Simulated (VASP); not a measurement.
# Al (Fm-3m) in VASP: notebook

The runs below take Al through single point, with PBE.

All numbers are computed with VASP 6.6.1; they aren't measurements. Logs are shortened: lines on timing, memory, paths and dates and some standing lists are left out, and cuts for length are marked.

**1. The structure**

It takes space group Fm-3m (No. 225, cubic). The conventional cell has a = 4.050 Å, b = 4.050 Å, c = 4.050 Å, α = 90.00°, β = 90.00°, γ = 90.00°. Around Al (site symmetry m-3m) lie 12 Al at 2.86 Å.

**2. Single point, PBE**

INCAR reads:

```
SYSTEM = Al
PREC = Low
ENCUT = 400
EDIFF = 1E-7
ISMEAR = -1
SIGMA = 0.15
LREAL = .False.
LASPH = .True.
NELM = 100
ALGO = Normal
ISIF = 2
LWAVE = .False.
LCHARG = .False.
GGA = PE
NBANDS = 8
ADDGRID = .False.
```

KPOINTS reads:

```
regular mesh
0
Gamma
  10 10 10
  0 0 0
```

POSCAR reads:

```
Al
1.0
    0.0000000000      2.0248050000      2.0248050000
    2.0248050000      0.0000000000      2.0248050000
    2.0248050000      2.0248050000      0.0000000000
Al
1
Direct
    0.0000000000      0.0000000000      0.0000000000
```

Potentials or basis: VASP PAW PBE potentials, release 64 (Al).

Command:

```bash
> cat potpaw_PBE.64/Al/POTCAR > POTCAR
> mpirun -np 1 vasp_std > vasp.out
```

OUTCAR:

```text
SYSTEM = Al
   PREC = Low
   ENCUT = 400
   EDIFF = 1E-7
   ISMEAR = -1
   LREAL = .False.
   LASPH = .True.
   NELM = 100
   ISIF = 2
   GGA = PE

 Found     47 irreducible k-points:

 Following reciprocal coordinates:
            Coordinates               Weight
  0.000000  0.000000  0.000000      1.000000
  0.100000  0.000000  0.000000      8.000000
  0.200000  0.000000  0.000000      8.000000
  0.300000  0.000000  0.000000      8.000000
  0.400000  0.000000  0.000000      8.000000
  0.500000  0.000000  0.000000      4.000000
   k-points           NKPTS =     47   k-points in BZ     NKDIM =     47   number of bands    NBANDS=      8
   number of dos      NEDOS =    301   number of ions     NIONS =      1
   total plane-waves  NPLWV =   2744
   dimension x,y,z NGX =    14 NGY =   14 NGZ =   14
   dimension x,y,z NGXF=    14 NGYF=   14 NGZF=   14
   ions per type =               1
   NGX,Y,Z   is equivalent  to a cutoff of   8.13,  8.13,  8.13 a.u.
   NGXF,Y,Z  is equivalent  to a cutoff of   8.13,  8.13,  8.13 a.u.
 SYSTEM =  Al
   PREC   = low       normal or accurate (medium, high low for compatibility)
   ISTART =      0    job   : 0-new  1-cont  2-samecut
   ICHARG =      2    charge: 1-file 2-atom 10-const
   ISPIN  =      1    spin polarized calculation?
   LNONCOLLINEAR =      F non collinear calculations
   LSORBIT =      F    spin-orbit coupling
   LASPH  =      T    aspherical Exc in radial PAW
   ENCUT  =  400.0 eV  29.40 Ry    5.42 a.u.   4.67  4.67  4.67*2*pi/ulx,y,z
   NELM   =    100;   NELMIN=  2; NELMDL= -5     # of ELM steps
   EDIFF  = 0.1E-06   stopping-criterion for ELM
   LREAL  =      F    real-space projection
   EDIFFG = 0.1E-05   stopping-criterion for IOM
   NSW    =      0    number of steps for IOM
   IBRION =     -1    ionic relax: 0-MD 1-quasi-New 2-CG
   NFREE  =      0    steps in history (QN), initial steepest desc. (CG)
   ISIF   =      2    stress and relaxation
   ISYM   =      2    0-nonsym 1-usesym 2-fastsym
   POTIM  = 0.5000    time-step for ionic-motion
   TEBEG  =    0.0;   TEEND  =   0.0 temperature during run
   PSTRESS=    0.0 pullay stress
   NELECT =       3.0000    total number of electrons
   NUPDOWN=      -1.0000    fix difference up-down
   EMIN   =  10.00;   EMAX   =-10.00  energy-range for DOS
   EFERMI =   0.00;   METHOD = LEGACY
   ISMEAR =    -1;   SIGMA  =   0.15  broadening in eV -4-tet -1-fermi 0-gaus
   EFERMI_NEDOS =   21; number of points for ismear=-14 and -15
   IALGO  =     38    algorithm
   IMIX   =      4    mixing-type and parameters
     AMIX     =   0.40;   BMIX     =  1.00
     AMIX_MAG =   1.60;   BMIX_MAG =  1.00
  volume/ion in A,a.u.               =      16.60       112.04
  Fermi-wavevector in a.u.,A,eV,Ry     =   0.925526  1.748991 11.654733  0.856599
  Thomas-Fermi vector in A             =   2.051390
   LORBIT       =      0    0 simple, 1 ext, 2 COOP (PROOUT), +10 PAW based schemes
   GGA     = PE    functional components
   LHFCALC =     F    Hartree Fock is set to
   AEXX    =    0.0000 exact exchange contribution
   IVDW    =     0    specifies the selected vdW correction
   LEPSILON=     F    determine dielectric tensor
   LRPA    =     F    only Hartree local field effects (RPA)
 non-spin polarized calculation
  energy-cutoff  :      400.00
  volume of cell :       16.60
 maximum number of plane-waves:       311
   NGX =  9   NGY =  9   NGZ =  9

 number of electron       2.9999981 magnetization

 Free energy of the ion-electron system (eV)
  ---------------------------------------------------
  ext. energy  EPLUGINS =         0.00000000
  ---------------------------------------------------
  free energy    TOTEN  =        -3.75061630 eV

  energy without entropy =       -3.71115017  energy(sigma->0) =       -3.73088323

 E-fermi :   8.0359     XC(G=0): -10.1736

 val. band max:        8.0158069089   @ k =  -0.4000   0.4000   0.0000
 cond. band min:       8.0647935033   @ k =  -0.4000   0.4000   0.1000
 fundamental gap:      0.0489865943
 Fermi energy:         8.0358852295

 k-point     1 :       0.0000    0.0000    0.0000
  band No.  band energies     occupation
      1      -3.1552      2.00000
      2      20.5236      0.00000
      3      20.5236      0.00000
      4      20.5236      0.00000
      5      21.9673      0.00000
      6      21.9673      0.00000
      7      21.9684      0.00000
      8      24.3548      0.00000

 k-point     2 :       0.1000    0.0000    0.0000
  band No.  band energies     occupation
      1      -2.8846      2.00000
      2      17.2340      0.00000
      3      19.7904      0.00000
      4      19.7907      0.00000
      5      22.6386      0.00000
      6      23.1051      0.00000
      7      23.1058      0.00000
      8      26.0094      0.00000

 k-point     3 :       0.2000    0.0000    0.0000
  band No.  band energies     occupation
      1      -2.0760      2.00000
      2      13.2508      0.00000
      3      19.0306      0.00000
      4      19.0310      0.00000
      5      22.3562      0.00000
      6      23.5181      0.00000
      7      23.5183      0.00000
      8      25.6048      0.00000

 k-point     4 :       0.3000    0.0000    0.0000
  band No.  band energies     occupation
      1      -0.7382      2.00000
      2       9.5694      0.00007
      3      18.6797      0.00000
      4      18.6801      0.00000
      5      21.7751      0.00000
      6      21.7754      0.00000
      7      22.1879      0.00000
      8      25.7505      0.00000

 k-point     5 :       0.4000    0.0000    0.0000
  band No.  band energies     occupation
      1       1.1141      2.00000
      2       6.2950      1.99998
      3      18.7748      0.00000
      4      18.7752      0.00000
      5      20.3328      0.00000
      6      20.3330      0.00000
      7      22.4029      0.00000
      8      24.2184      0.00000

 k-point     6 :       0.5000    0.0000    0.0000
  band No.  band energies     occupation
      1       3.3680      2.00000
      2       3.5653      2.00000
      3      19.2802      0.00000
      4      19.2813      0.00000
      5      19.3717      0.00000
      6      19.3722      0.00000
      7      23.0234      0.00000
      8      23.1394      0.00000

 [... further k-points ...]

------------------------ aborting loop because EDIFF is reached ----------------------------------------

  FORCE on cell =-STRESS in cart. coord.  units (eV):
  Direction    XX          YY          ZZ          XY          YZ          ZX
  --------------------------------------------------------------------------------------
  -------------------------------------------------------------------------------------
  Total       -0.0430152     -0.0430152     -0.0430152      0.0000000      0.0000000      0.0000000
  in kB       -4.1509997     -4.1509997     -4.1509997      0.0000000      0.0000000      0.0000000
  external PRESSURE =      -4.1509997 kB  Pullay stress =       0.0000000 kB

 VOLUME and BASIS-vectors are now :
 -----------------------------------------------------------------------------
  energy-cutoff  :      400.00
  volume of cell :       16.60
      direct lattice vectors                 reciprocal lattice vectors
     0.000000000  2.024805000  2.024805000    -0.246937359  0.246937359  0.246937359
     2.024805000  0.000000000  2.024805000     0.246937359 -0.246937359  0.246937359
     2.024805000  2.024805000  0.000000000     0.246937359  0.246937359 -0.246937359

 POSITION                                       TOTAL-FORCE (eV/Angst)
 -----------------------------------------------------------------------------------
      0.00000      0.00000      0.00000         0.000000     -0.000000     -0.000000
 -----------------------------------------------------------------------------------
    total drift:                                0.000000     -0.000000     -0.000000

  FREE ENERGIE OF THE ION-ELECTRON SYSTEM (eV)
  ---------------------------------------------------
  free  energy   TOTEN  =        -3.7506163029 eV

  energy  without entropy=       -3.7111501666  energy(sigma->0) =       -3.73088323
```

OSZICAR:

```text
N       E                     dE             d eps       ncg     rms          rms(c)
DAV:   1    -0.280325810422E+01   -0.28033E+01   -0.72359E+02   776   0.153E+02
DAV:   2    -0.376955984987E+01   -0.96630E+00   -0.95207E+00  1104   0.154E+01
DAV:   3    -0.377315326051E+01   -0.35934E-02   -0.35928E-02   872   0.103E+00
DAV:   4    -0.377316196029E+01   -0.86998E-05   -0.86997E-05  1264   0.481E-02
DAV:   5    -0.377316197597E+01   -0.15679E-07   -0.15971E-07   880   0.997E-04    0.129E+00
DAV:   6    -0.376012432888E+01    0.13038E-01   -0.17163E-03  1016   0.192E-01    0.749E-01
DAV:   7    -0.375062350532E+01    0.95008E-02   -0.51221E-03   912   0.311E-01    0.146E-01
DAV:   8    -0.375061817952E+01    0.53258E-05   -0.14233E-05  1096   0.260E-02    0.756E-03
DAV:   9    -0.375061670163E+01    0.14779E-05   -0.85334E-07  1000   0.394E-03    0.673E-04
DAV:  10    -0.375061633790E+01    0.36372E-06   -0.37625E-09  1040   0.415E-04    0.195E-04
DAV:  11    -0.375061630289E+01    0.35013E-07   -0.15619E-10   576   0.717E-05
   1 F= -.37506163E+01 E0= -.37308832E+01  d E =-.394661E-01
```

Run time: 1.2 s. Hardware: 1 thread of Intel Xeon 6975P-C (Granite Rapids), shared host; peak memory 0.1 GiB.

These settings aren't checked as converged: the numbers below hold their error.

What came out:

| Item | Value |
| --- | --- |
| Free energy | -3.7506 eV |
| Pressure | -0.4 GPa |
| Band gap on the k mesh | none (metal or under the smearing width) |

**3. Single point, PBE**

INCAR is that of step 2.

KPOINTS is that of step 2.

POSCAR reads:

```
Al
1.0
   -0.0142710000      2.0302060000      1.9470980000
    2.0319350000     -0.0386130000      1.9714400000
    2.0296090000      2.0522230000     -0.0362870000
Al
1
Direct
    0.0259050000     -0.0062880000     -0.0081470000
```

Potentials or basis: VASP PAW PBE potentials, release 64 (Al).

Command:

```bash
> cat potpaw_PBE.64/Al/POTCAR > POTCAR
> mpirun -np 1 vasp_std > vasp.out
```

OUTCAR:

```text
SYSTEM = Al
   PREC = Low
   ENCUT = 400
   EDIFF = 1E-7
   ISMEAR = -1
   LREAL = .False.
   LASPH = .True.
   NELM = 100
   ISIF = 2
   GGA = PE

 Found    504 irreducible k-points:

 Following reciprocal coordinates:
            Coordinates               Weight
  0.000000  0.000000  0.000000      1.000000
  0.100000  0.000000 -0.000000      2.000000
  0.200000  0.000000 -0.000000      2.000000
  0.300000  0.000000 -0.000000      2.000000
  0.400000  0.000000 -0.000000      2.000000
  0.500000  0.000000 -0.000000      1.000000
   k-points           NKPTS =    504   k-points in BZ     NKDIM =    504   number of bands    NBANDS=      8
   number of dos      NEDOS =    301   number of ions     NIONS =      1
   total plane-waves  NPLWV =   2744
   dimension x,y,z NGX =    14 NGY =   14 NGZ =   14
   dimension x,y,z NGXF=    14 NGYF=   14 NGZF=   14
   ions per type =               1
   NGX,Y,Z   is equivalent  to a cutoff of   8.27,  8.22,  8.06 a.u.
   NGXF,Y,Z  is equivalent  to a cutoff of   8.27,  8.22,  8.06 a.u.
 SYSTEM =  Al
   PREC   = low       normal or accurate (medium, high low for compatibility)
   ISTART =      0    job   : 0-new  1-cont  2-samecut
   ICHARG =      2    charge: 1-file 2-atom 10-const
   ISPIN  =      1    spin polarized calculation?
   LNONCOLLINEAR =      F non collinear calculations
   LSORBIT =      F    spin-orbit coupling
   LASPH  =      T    aspherical Exc in radial PAW
   ENCUT  =  400.0 eV  29.40 Ry    5.42 a.u.   4.59  4.62  4.71*2*pi/ulx,y,z
   NELM   =    100;   NELMIN=  2; NELMDL= -5     # of ELM steps
   EDIFF  = 0.1E-06   stopping-criterion for ELM
   LREAL  =      F    real-space projection
   EDIFFG = 0.1E-05   stopping-criterion for IOM
   NSW    =      0    number of steps for IOM
   IBRION =     -1    ionic relax: 0-MD 1-quasi-New 2-CG
   NFREE  =      0    steps in history (QN), initial steepest desc. (CG)
   ISIF   =      2    stress and relaxation
   ISYM   =      2    0-nonsym 1-usesym 2-fastsym
   POTIM  = 0.5000    time-step for ionic-motion
   TEBEG  =    0.0;   TEEND  =   0.0 temperature during run
   PSTRESS=    0.0 pullay stress
   NELECT =       3.0000    total number of electrons
   NUPDOWN=      -1.0000    fix difference up-down
   EMIN   =  10.00;   EMAX   =-10.00  energy-range for DOS
   EFERMI =   0.00;   METHOD = LEGACY
   ISMEAR =    -1;   SIGMA  =   0.15  broadening in eV -4-tet -1-fermi 0-gaus
   EFERMI_NEDOS =   21; number of points for ismear=-14 and -15
   IALGO  =     38    algorithm
   IMIX   =      4    mixing-type and parameters
     AMIX     =   0.40;   BMIX     =  1.00
     AMIX_MAG =   1.60;   BMIX_MAG =  1.00
  volume/ion in A,a.u.               =      16.60       112.04
  Fermi-wavevector in a.u.,A,eV,Ry     =   0.925526  1.748991 11.654732  0.856599
  Thomas-Fermi vector in A             =   2.051390
   LORBIT       =      0    0 simple, 1 ext, 2 COOP (PROOUT), +10 PAW based schemes
   GGA     = PE    functional components
   LHFCALC =     F    Hartree Fock is set to
   AEXX    =    0.0000 exact exchange contribution
   IVDW    =     0    specifies the selected vdW correction
   LEPSILON=     F    determine dielectric tensor
   LRPA    =     F    only Hartree local field effects (RPA)
 non-spin polarized calculation
  energy-cutoff  :      400.00
  volume of cell :       16.60
 maximum number of plane-waves:       311
   NGX =  9   NGY =  9   NGZ =  9

 number of electron       2.9999995 magnetization

 Free energy of the ion-electron system (eV)
  ---------------------------------------------------
  ext. energy  EPLUGINS =         0.00000000
  ---------------------------------------------------
  free energy    TOTEN  =        -3.75093585 eV

  energy without entropy =       -3.71589816  energy(sigma->0) =       -3.73341700

 E-fermi :   8.0000     XC(G=0): -10.1731

 val. band max:        7.9919064527   @ k =  -0.1000   0.5000   0.3000
 cond. band min:       8.0036611046   @ k =   0.5000  -0.4000   0.2000
 fundamental gap:      0.0117546518
 Fermi energy:         8.0000363253

 k-point     1 :       0.0000    0.0000    0.0000
  band No.  band energies     occupation
      1      -3.1556      2.00000
      2      20.0483      0.00000
      3      20.4287      0.00000
      4      21.1372      0.00000
      5      21.4484      0.00000
      6      21.8585      0.00000
      7      22.4973      0.00000
      8      24.5319      0.00000
[... 45 lines left out ...]
 k-point     6 :       0.5000    0.0000   -0.0000
  band No.  band energies     occupation
      1       3.4127      2.00000
      2       3.6717      2.00000
      3      18.6607      0.00000
      4      18.8244      0.00000
      5      19.5903      0.00000
      6      19.7250      0.00000
      7      23.0497      0.00000
      8      23.0994      0.00000

 [... further k-points ...]

------------------------ aborting loop because EDIFF is reached ----------------------------------------

  FORCE on cell =-STRESS in cart. coord.  units (eV):
  Direction    XX          YY          ZZ          XY          YZ          ZX
  --------------------------------------------------------------------------------------
  -------------------------------------------------------------------------------------
  Total       -0.0501225      0.0670143     -0.0863643     -0.0041198      0.1078416      0.0350620
  in kB       -4.8368583      6.4669373     -8.3342189     -0.3975594     10.4068035      3.3835150
  external PRESSURE =      -2.2347133 kB  Pullay stress =       0.0000000 kB

 VOLUME and BASIS-vectors are now :
 -----------------------------------------------------------------------------
  energy-cutoff  :      400.00
  volume of cell :       16.60
      direct lattice vectors                 reciprocal lattice vectors
    -0.014271000  2.030206000  1.947098000    -0.243600396  0.245440565  0.255882689
     2.031935000 -0.038613000  1.971440000     0.245113160 -0.237992671  0.249947439
     2.029609000  2.052223000 -0.036287000     0.245598817  0.239991210 -0.248434673

 POSITION                                       TOTAL-FORCE (eV/Angst)
 -----------------------------------------------------------------------------------
      4.03186      2.04973      1.97349         0.000000     -0.000000     -0.000000
 -----------------------------------------------------------------------------------
    total drift:                                0.005920     -0.004280     -0.008428

  FREE ENERGIE OF THE ION-ELECTRON SYSTEM (eV)
  ---------------------------------------------------
  free  energy   TOTEN  =        -3.7509358480 eV

  energy  without entropy=       -3.7158981560  energy(sigma->0) =       -3.73341700
```

stdout:

```text
POSCAR found type information on POSCAR Al
 POSCAR found :  1 types and       1 ions
 scaLAPACK will be used
 LDA part: xc-table for (Slater+PW92), standard interpolation
 POSCAR, INCAR and KPOINTS ok, starting setup
 FFT: planning ... GRIDC
 FFT: planning ... GRID_SOFT
 FFT: planning ... GRID
 WAVECAR not read
 entering main loop
```

Wall time 6 s (1 thread of Intel Xeon 6975P-C (Granite Rapids), shared host); peak memory 0.13 GiB.

These settings aren't checked as converged: the numbers below hold their error.

What came out:

```yaml
Free_energy: -3.7509 eV
Pressure: -0.2 GPa
Band_gap_on_the_k_mesh: none (metal or under the smearing width)
```

**4. Single point, PBE**

Edit INCAR of step 3 so:

```diff
@@ -1,3 +1,3 @@
 SYSTEM = Al
-PREC = Low
+PREC = Normal
 ENCUT = 400
```

KPOINTS is that of step 3.

POSCAR reads:

```
Al
1.0
    0.0000000000      2.0248050000      2.0248050000
    2.0248050000      0.0000000000      2.0248050000
    2.0248050000      2.0248050000      0.0000000000
Al
1
Direct
    0.0000000000      0.0000000000      0.0000000000
```

Command:

```bash
> cat potpaw_PBE.64/Al/POTCAR > POTCAR
> mpirun -np 1 vasp_std > vasp.out
```

Run time: 1.2 s. Hardware: 1 thread of Intel Xeon 6975P-C (Granite Rapids), shared host; peak memory 0.1 GiB.

The run converged, but some of its settings lie outside the range that counts as converged, so its numbers aren't taken as properties of the crystal.

What came out:

| Property | Result |
| --- | --- |
| Free energy | -3.7492 eV |
| Pressure | -0.4 GPa |
| Band gap on the k mesh | none (metal or under the smearing width) |
